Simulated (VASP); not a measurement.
# Ti₃Se: molecular dynamics at constant energy

Ti₃Se, P-6m2 (no. 187), 16 atoms in the cell. PBE, molecular dynamics; PAW potentials Se, Ti (PBE set).

Ensemble: NVE; Starting temperature (K): 600.

## Input

INCAR:
```
SYSTEM = Ti3Se
GGA = PE
PREC = Normal
ENCUT = 210
EDIFF = 1E-6
NELMIN = 4
NELM = 60
ALGO = Fast
LREAL = Auto
LASPH = .True.
ISMEAR = -1
SIGMA = 0.05
ISYM = 0
LWAVE = .False.
LCHARG = .False.
IBRION = 0
NSW = 60
POTIM = 3.0
TEBEG = 600
ISIF = 2
RANDOM_SEED = 305999 0 0
MDALGO = 2
SMASS = -3
KPAR = 2
```

KPOINTS:
```
k-points
0
Monkhorst-Pack
  2 2 2
```

POSCAR:
```
Ti3Se
1.0
    6.3948911976      0.0000000000      0.0000000000
    0.0000000000      5.5381382316      0.0000000000
    0.0000000000      0.0000000000      7.9427450000
Se Ti
4 12
Direct
    0.0000000000      0.0000000000      0.0000000000
    0.5000000000      0.0000000000      0.0000000000
    0.2500000000      0.5000000000      0.0000000000
    0.7500000000      0.5000000000      0.0000000000
    0.2500000000      0.1666666666      0.5000000000
    0.7500000000      0.1666666666      0.5000000000
    0.0000000001      0.6666666666      0.5000000000
    0.5000000000      0.6666666666      0.5000000000
    0.0000000000      0.3333333334      0.7729020000
    0.5000000000      0.3333333334      0.7729020000
    0.2500000000      0.8333333334      0.7729020000
    0.7500000000      0.8333333334      0.7729020000
    0.0000000000      0.3333333334      0.2270980000
    0.5000000000      0.3333333334      0.2270980000
    0.2500000000      0.8333333334      0.2270980000
    0.7500000000      0.8333333334      0.2270980000
```

Commands:
```
cat potpaw_PBE.64/Se/POTCAR potpaw_PBE.64/Ti/POTCAR > POTCAR
mpirun -np 2 vasp_std > vasp.out
```

## Result

- Rise of the mean potential energy above the start (meV/atom): 32.8
- Mean temperature (K): 329
- Electronic steps per ionic step after the first: 6.1

Course of the run:

| Time (fs) | Temperature (K) | Potential energy less the first (meV/atom) |
|---|---|---|
| 3 | 599 | 0.0 |
| 18 | 389 | 25.5 |
| 30 | 170 | 52.2 |
| 45 | 188 | 50.0 |
| 57 | 320 | 33.9 |
| 72 | 354 | 29.8 |
| 84 | 285 | 38.2 |
| 99 | 259 | 41.4 |
| 111 | 341 | 31.4 |
| 126 | 433 | 20.2 |
| 138 | 394 | 24.9 |
| 153 | 299 | 36.5 |
| 165 | 309 | 35.3 |
| 180 | 374 | 27.4 |

The mean temperature lies below the starting 600 K, since the atoms start on their sites and part of their kinetic energy turns into potential energy.

REPORT:
```
MDALGO =   2
               SCALING =       0
                 CNEXP =     9.000   14.000
           RANDOM_SEED =            305999                0                0

   original number of atomic DOF:         45
   number of independent constraints:      0
   number of active DOF:                  45

========================================
         MD step No.       1
========================================

  Atomic velocities initialized by STEP_tb

  >Energies
                    E_tot             E_pot             E_kin               EPS                ES
   e_b>   -0.11323203E+03   -0.11439296E+03    0.11609215E+01    0.00000000E+00    0.00000000E+00

  >Temperature
               T_sim     T_inst
   tmprt>    600.000    598.749

  >Thermostat:
           s(n+1) sdot(n+1)      s(n)   sdot(n)        Qs
   s_b>   0.00000   0.00000   0.00000   0.00000  -3.00000

           RANDOM_SEED =            305999               96                0

[... steps left out ...]

========================================
         MD step No.      60
========================================

  >Energies
                    E_tot             E_pot             E_kin               EPS                ES
   e_b>   -0.11323012E+03   -0.11395430E+03    0.72418853E+00    0.00000000E+00    0.00000000E+00

  >Temperature
               T_sim     T_inst
   tmprt>    600.000    373.503

  >Thermostat:
           s(n+1) sdot(n+1)      s(n)   sdot(n)        Qs
   s_b>   0.00000   0.00000   0.00000   0.00000  -3.00000

           RANDOM_SEED =            305999               96                0
```

OSZICAR:
```
N       E                     dE             d eps       ncg     rms          rms(c)
DAV:   1     0.257308768986E+03    0.25731E+03   -0.13728E+04   360   0.683E+02
DAV:   2    -0.623363843415E+02   -0.31965E+03   -0.31174E+03   368   0.224E+02
DAV:   3    -0.126314835489E+03   -0.63978E+02   -0.62533E+02   560   0.872E+01
DAV:   4    -0.130496303164E+03   -0.41815E+01   -0.41424E+01   496   0.248E+01
DAV:   5    -0.130588646661E+03   -0.92343E-01   -0.92005E-01   512   0.334E+00    0.393E+01
RMM:   6    -0.115474879159E+03    0.15114E+02   -0.58955E+01   360   0.399E+01    0.101E+01
RMM:   7    -0.115225134238E+03    0.24974E+00   -0.25214E+01   372   0.196E+01    0.742E+00
RMM:   8    -0.114492018157E+03    0.73312E+00   -0.69187E+00   366   0.116E+01    0.336E+00
RMM:   9    -0.114319355571E+03    0.17266E+00   -0.23366E+00   377   0.641E+00    0.323E+00
RMM:  10    -0.114400887955E+03   -0.81532E-01   -0.13721E+00   454   0.303E+00    0.147E+00
RMM:  11    -0.114425640485E+03   -0.24753E-01   -0.49875E-01   415   0.260E+00    0.151E+00
RMM:  12    -0.114402859978E+03    0.22781E-01   -0.17841E-01   380   0.176E+00    0.865E-01
[... left out ...]
[... last step whole ...]
       N       E                     dE             d eps       ncg     rms          rms(c)
DAV:   1    -0.113954252172E+03   -0.19442E-01   -0.12297E-02   704   0.948E-01    0.222E-02
RMM:   2    -0.113954298568E+03   -0.46396E-04   -0.80639E-04   360   0.136E-01    0.328E-02
RMM:   3    -0.113954295129E+03    0.34389E-05   -0.20108E-04   391   0.634E-02    0.656E-03
RMM:   4    -0.113954303623E+03   -0.84943E-05   -0.94039E-05   475   0.217E-02    0.702E-03
RMM:   5    -0.113954304439E+03   -0.81583E-06   -0.16149E-05   394   0.106E-02    0.480E-03
RMM:   6    -0.113954304792E+03   -0.35315E-06   -0.44238E-06   284   0.484E-03
     60 T=   374. E= -.11323012E+03 F= -.11395430E+03 E0= -.11389569E+03  EK= 0.72419E+00 SP= 0.00E+00 SK= 0.00E+00
```

Limits: 180 fs of 16 atoms are too short for converged averages.

VASP 6.6.1 took 601 s on 2 cores (Intel Xeon Platinum 8259CL @ 2.50GHz (Skylake/Cascade Lake)), a shared host.
